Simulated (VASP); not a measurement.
# VASP 6.6.1 run: HfO$_{2}$

INCAR

```
LWAVE = .FALSE.
AMIX = 0.05
SIGMA = 0.02
GGA = PE
LCHARG = .FALSE.
ISIF = 2
ENCUT = 520
ISMEAR = -1
PREC = Accurate
LASPH = .TRUE.
NSW = 0
IBRION = -1
LREAL = .FALSE.
NBANDS = 18
EDIFF = 1E-7
NELM = 52
```

KPOINTS

```
KPOINTS created by Atomic Simulation Environment
0
Gamma
10 10 10
0 0 0
```

POSCAR

```
Hf O
 1.0000000000000000
    -0.0725544609000000    2.5072115047999999    2.5072115047999999
     2.5072115047999999   -0.0725544609000000    2.5072115047999999
     2.5072115047999999    2.5072115047999999   -0.0725544609000000
 Hf  O
   1   2
Cartesian
  0.0000000000000000 -0.0000000000000000 -0.0000000000000000
  1.2464801957765341  1.2464801957765341  1.2464801957765341
  3.6953883529234655  3.6953883529234655  3.6953883529234655
```

The recommended PBE PAW datasets give the neutral cell 22 valence electrons.

Command

```
mpirun -np 1 vasp_std
```

OSZICAR

```
N       E                     dE             d eps       ncg     rms          rms(c)
DAV:   1     0.941653224216E+02    0.94165E+02   -0.12733E+04  4176   0.121E+03
DAV:   2    -0.317857189988E+02   -0.12595E+03   -0.12197E+03  5310   0.290E+02
DAV:   3    -0.359933997034E+02   -0.42077E+01   -0.41920E+01  4926   0.468E+01
DAV:   4    -0.360178806987E+02   -0.24481E-01   -0.24474E-01  5080   0.394E+00
DAV:   5    -0.360180337634E+02   -0.15306E-03   -0.15306E-03  4754   0.296E-01    0.471E+01
DAV:   6    -0.345126834423E+02    0.15054E+01   -0.36581E-01  4336   0.457E+00    0.463E+01
DAV:   7    -0.303569344920E+02    0.41557E+01   -0.17794E+01  4262   0.295E+01    0.419E+01
DAV:   8    -0.316931731211E+02   -0.13362E+01   -0.80710E+00  4286   0.185E+01    0.351E+01
DAV:   9    -0.305860502090E+02    0.11071E+01   -0.10048E+01  4358   0.212E+01    0.172E+01
DAV:  10    -0.302798689654E+02    0.30618E+00   -0.94269E-01  4552   0.651E+00    0.756E+00
...
DAV:  22    -0.302301382950E+02    0.22102E-03   -0.30488E-04  4972   0.113E-01    0.714E-01
DAV:  23    -0.302300804455E+02    0.57849E-04   -0.65260E-05  4942   0.531E-02    0.399E-01
DAV:  24    -0.302300561200E+02    0.24326E-04   -0.36940E-05  4724   0.404E-02    0.244E-01
DAV:  25    -0.302300529898E+02    0.31302E-05   -0.60586E-05  4644   0.559E-02    0.290E-01
DAV:  26    -0.302300604301E+02   -0.74403E-05   -0.17034E-05  4644   0.334E-02    0.347E-01
DAV:  27    -0.302300589108E+02    0.15192E-05   -0.26622E-06  4716   0.121E-02    0.263E-01
DAV:  28    -0.302300565356E+02    0.23752E-05   -0.45481E-06  4674   0.133E-02    0.157E-01
DAV:  29    -0.302300558235E+02    0.71209E-06   -0.19308E-06  4742   0.969E-03    0.570E-02
DAV:  30    -0.302300557337E+02    0.89861E-07   -0.47176E-07  4740   0.540E-03
   1 F= -.30230056E+02 E0= -.30230056E+02  d E =-.850013E-13
```

From OUTCAR

```
k-points           NKPTS =    116   k-points in BZ     NKDIM =    116   number of bands    NBANDS=     18

   NELECT =      22.0000    total number of electrons

   dimension x,y,z NGX =    28 NGY =   28 NGZ =   28
   dimension x,y,z NGXF=    56 NGYF=   56 NGZF=   56

  energy-cutoff  :      520.00
  volume of cell :       32.89
      direct lattice vectors                 reciprocal lattice vectors
    -0.072554461  2.507211505  2.507211505    -0.190970504  0.196661557  0.196661557
     2.507211505 -0.072554461  2.507211505     0.196661557 -0.190970504  0.196661557
     2.507211505  2.507211505 -0.072554461     0.196661557  0.196661557 -0.190970504

 k-points in reciprocal lattice and weights: KPOINTS created by Atomic Simulation Env
   0.00000000  0.00000000  0.00000000       0.001
   0.10000000  0.00000000  0.00000000       0.006
   0.20000000  0.00000000  0.00000000       0.006
   0.30000000 -0.00000000 -0.00000000       0.006
   0.40000000 -0.00000000 -0.00000000       0.006
   0.50000000  0.00000000  0.00000000       0.003
   0.10000000  0.10000000  0.00000000       0.006
   0.20000000  0.10000000  0.00000000       0.012
   ...

 E-fermi :   4.6800

 k-point     1 :       0.0000    0.0000    0.0000
  band No.  band energies     occupation
      1     -25.5373      2.00000
      2     -25.5373      2.00000
      3     -25.5252      2.00000
      4     -14.4777      2.00000
      5     -11.4900      2.00000
      6      -1.1356      2.00000
      7      -1.1356      2.00000
      8      -0.9825      2.00000
      9       3.5337      2.00000
     10       3.6235      2.00000
     11       3.6235      2.00000
     12       8.0578      0.00000
     13       8.0579      0.00000
     14       9.9557      0.00000
     15      14.3796      0.00000
     16      14.3796      0.00000
     17      14.6709      0.00000
     18      17.6359      0.00000

 k-point     2 :       0.1000    0.0000    0.0000
  band No.  band energies     occupation
      1     -25.5770      2.00000
      2     -25.5410      2.00000
      3     -25.5313      2.00000
      4     -14.3491      2.00000
      5     -11.5958      2.00000
      6      -1.0383      2.00000
      7      -0.9310      2.00000
      8      -0.8345      2.00000
      9       3.2939      2.00000
     10       3.3911      2.00000
     11       3.4321      2.00000
     12       8.2272      0.00000
     13       8.2560      0.00000
     14      10.3692      0.00000
     15      13.9155      0.00000
     16      14.1880      0.00000
     17      14.4716      0.00000
     18      17.6033      0.00000

 k-point     3 :       0.2000    0.0000    0.0000
  band No.  band energies     occupation
      1     -25.6821      2.00000
      2     -25.5506      2.00000
      3     -25.5433      2.00000
      4     -14.0127      2.00000
      5     -11.8465      2.00000
      6      -0.7745      2.00000
      7      -0.6697      2.00000
      8      -0.1813      2.00000
      9       2.6223      2.00000
     10       3.0089      2.00000
     11       3.0201      2.00000
     12       8.5414      0.00000
     13       8.6560      0.00000
     14      11.1250      0.00000
     15      13.1476      0.00000
     16      13.7896      0.00000
     17      14.1085      0.00000
     18      17.0839      0.00000

 ...

  Total       -0.3698083     -0.3698083     -0.3698083      0.3998667      0.3998667      0.3998667
  in kB      -18.0150488    -18.0150488    -18.0150488     19.4793319     19.4793319     19.4793319
  external PRESSURE =     -18.0150488 kB  Pullay stress =       0.0000000 kB

 POSITION                                       TOTAL-FORCE (eV/Angst)
 -----------------------------------------------------------------------------------
      0.00000      0.00000      0.00000         0.000000     -0.000000      0.000000
      1.24648      1.24648      1.24648         0.005144      0.005144      0.005144
      3.69539      3.69539      3.69539        -0.005144     -0.005144     -0.005144
 -----------------------------------------------------------------------------------
    total drift:                               -0.000000     -0.000000     -0.000000

  FREE ENERGIE OF THE ION-ELECTRON SYSTEM (eV)
  ---------------------------------------------------
  free  energy   TOTEN  =       -30.2300557337 eV

  energy  without entropy=      -30.2300557337  energy(sigma->0) =      -30.23005573
```

It converged. Results: gap between bands v and c on the k mesh 3.79 eV; least direct gap on the k mesh 3.79 eV; pressure -1.8 GPa. Band v is the last that the valence electrons fill when counted band by band, and c is the next.

For comparison, a separate PBE run of the intended cell, on usual settings and not on those above, gives a gap of 3.79 eV on its mesh and a pressure of -1.8 GPa.

The run above took about 1.8 min on one core of a shared host (Intel Xeon Platinum 8488C) and held 0.21 GiB at most.
